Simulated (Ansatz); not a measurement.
A crystal relaxed with r2SCAN in the plane-wave code Ansatz has space group F-43m (No. 216) and a = 5.358 Å.

```csv
atom,site,x,y,z
Xx,4a,0.0000,0.0000,0.0000
Cl,4d,0.2500,0.2500,0.7500
```

r2SCAN gives a direct gap of 0.97 eV at Γ. HSE06 gives a direct gap of 2.41 eV at Γ. The PBE gap is direct at Γ: 0.60 eV. Meshes: r2SCAN 8×8×8, HSE06 6×6×6, PBE 8×8×8. r2SCAN's ε∞ is 4.5 in all directions.

Problem. Which element is Xx?
A. Li
B. Au
C. Ag
D. Cu

Solution. D. Xx is Cu: CuCl (zincblende). Cu has 4 Cl at 2.32 Å; Cl has 4 Cu at 2.32 Å.

No spin polarisation and no zero-point or thermal motion.

The meshes of the hybrids are coarse, so their gaps aren't converged to the digits shown.
